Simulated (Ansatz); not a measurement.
**Pd: strain and displacement**

```xyz
1
Lattice="2.6129 0.0000 0.0000 0.0000 2.6129 0.0000 0.0000 0.0000 2.6129" Properties=species:S:1:pos:R:3 pbc="T T T"
Pd    0.0000    0.0000    0.0000
```

The conventional cell has a = 2.613 Å, b = 2.613 Å, c = 2.613 Å, α = 90.00°, β = 90.00°, γ = 90.00°. Around Pd (atom 1) lie 6 Pd at 2.61 Å.

The structure comes from a relaxation in the same program, started in the sc type, and has space group Pm-3m. Whether it is a known phase or the ground state wasn't checked.

Spin polarisation is left out, and whether a magnetic state lies lower isn't shown here.

The calculation used DFT, PBE, PAW with Ansatz's default frozen-core files, scalar-relativistic (Ansatz 0.2.0).

The runs use a Γ-centred 13×13×13 k mesh, Fermi–Dirac smearing of 0.03 eV, cutoff 420 eV, no spin polarisation.

The unchanged cell is at -0.03 GPa.

In a metal, stresses and small energies carry noise from the k mesh.

x, y and z are the Cartesian axes of the cell as listed; fractional coordinates follow a strain, and an engineering shear is twice the off-diagonal strain component.

With z strained by -2 % at fixed volume: energy change +9.7 meV/atom; stress change (xx, yy, zz, yz, xz, xy) -2.61, -2.61, 6.12, 0.00, 0.00, 0.00 GPa, compression positive.

With z strained by -1 % at fixed volume: energy change +2.4 meV/atom; stress change (xx, yy, zz, yz, xz, xy) -1.34, -1.34, 2.91, 0.00, 0.00, 0.00 GPa, compression positive.
